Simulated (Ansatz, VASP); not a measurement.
FeO (Wuestite): VASP beside Ansatz

File INCAR:

```
SYSTEM = FeO
PREC = Accurate ; ENCUT = 520
EDIFF = 1E-6 ; ISMEAR = -1
SIGMA = 0.05 ; LREAL = .False.
LASPH = .True. ; NELM = 150
ALGO = Normal ; ISIF = 2
LWAVE = .False. ; LCHARG = .True.
ISPIN = 2 ; MAGMOM = 3 0
LORBIT = 11 ; LMAXMIX = 4
GGA = PS ; LELF = .True.
LVHAR = .True. ; NBANDS = 18
```

KPOINTS

```
Automatic mesh
0
Gamma
  11 11 11
  0 0 0
```

The input POSCAR:

```
FeO
1.0
    1.4982937792      0.8650403168      2.4855247686
   -1.4982937792      0.8650403168      2.4855247686
    0.0000000000     -1.7300806335      2.4855247686
Fe O
1 1
Direct
    0.0000000000      0.0000000000      0.0000000000
    0.5000000000      0.5000000000      0.5000000000
```

File input.yaml:

```yaml
crystal:
  lattice:
    - [1.4982937792, 0.8650403168, 2.4855247686]
    - [-1.4982937792, 0.8650403168, 2.4855247686]
    - [0.0, -1.7300806335, 2.4855247686]
  atoms:
    - { symbol: Fe, position: [0.0, 0.0, 0.0], spin: 3.0 }
    - { symbol: O, position: [0.5, 0.5, 0.5] }
kpoints:
  mp_grid: { grid: [11, 11, 11] }
scf:
  occupations: { method: fermi_dirac, width: 0.05 }
hamiltonian:
  xc: pbesol
  pseudopotentials: { kind: all_electron, lapw: { basis_error: 0.0005 } }
magnetization:
  spin_polarized: true
output:
  forces: true
  stress: true
  eigenvalues: true
```

Change from the starting cell: volume scaled by 0.96.

Alike in both runs: task single point; functional PBEsol; k mesh 11 × 11 × 11; occupations fermi-dirac, width 0.05 eV; collinear spin.

|  | VASP | Ansatz |
| --- | --- | --- |
| version | VASP 6.6.1 | Ansatz 0.2.0 |
| potentials or method | VASP PAW PBE potentials, release 64 (Fe, O) | all-electron LAPW, scalar-relativistic |
| plane-wave cutoff (eV) | 520 | see its input |

VASP gave:

```
gap on the k mesh at the Fermi level (eV)                     : none
pressure (GPa)                                                : -1.7
largest component of the traceless stress (GPa)               : 0.61
net moment per atom (μB)                                      : 2.00
size of the moment on the site where the two differ most (μB) : 0.31
```

Q: Estimate Ansatz's values.

A: gap on the k mesh at the Fermi level (eV): none; pressure (GPa): -2.1; largest component of the traceless stress (GPa): 0.59; net moment per atom (μB): 2.00; size of the moment on the site where the two differ most (μB): 0.33.

Site moments also hang on the region over which each program counts them. A gap of «none» marks a metal or a gap that the smearing closes. Ansatz ran all-electron here, so the differences hold the error of VASP's frozen core and of both bases.

Caveats: a cell with one magnetic atom can't hold antiferromagnetic order, which such compounds often take; semilocal functionals often make such compounds metallic where correlation or magnetic order opens a gap, which also shifts bond lengths; the PAW data sets were made with another functional, which shifts forces and pressure a little (VASP).
